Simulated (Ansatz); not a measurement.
# Stress against strain in BN

```xyz
2
Lattice="0.0000 1.8075 1.8075 1.8075 0.0000 1.8075 1.8075 1.8075 0.0000" Properties=species:S:1:pos:R:3 pbc="T T T"
B     0.0000    0.0000    0.0000
N     2.7113    2.7113    2.7113
```

Atom numbers follow the list: B1, N2.

The cell is COD entry 9008834, as deposited and not checked against the literature; nothing was relaxed.

Computed with DFT, PBE, all-electron LAPW, scalar-relativistic (Ansatz 0.2.0).

Sampling and basis: a Γ-centred 13×13×13 k mesh, Fermi–Dirac smearing of 0.03 eV, basis error target 1 meV/atom, no spin polarisation.

The strain is applied along the Cartesian axes of the cell as listed (γ is the engineering shear, twice εxy = εyz = εzx). Fractional coordinates are held (clamped ions).

σ is the change of stress from the unstrained cell, which is at 3.03 GPa; tension is positive, so slopes are stress–strain coefficients at that pressure.

Only quantities that a quadratic follows smoothly over the whole series are listed; rougher ones are left out.

```tsv
γ	σxy (GPa)
-0.0300	-14.03
-0.0200	-9.25
0.0000	0.00
0.0100	4.48
0.0200	8.88
0.0300	13.20
```

Q: Fit the series and read off the stiffness at zero strain.

A: Least-squares fits y = p0 + p1 x + p2 x² to the rows give σxy (GPa): p1 = 454, p2 = -460. So C44 (clamped ions) = 454 GPa.

Q: One run, at γ = -0.0100, is withheld. Predict its row.

A: The fits give -4.59; the run gave -4.57.
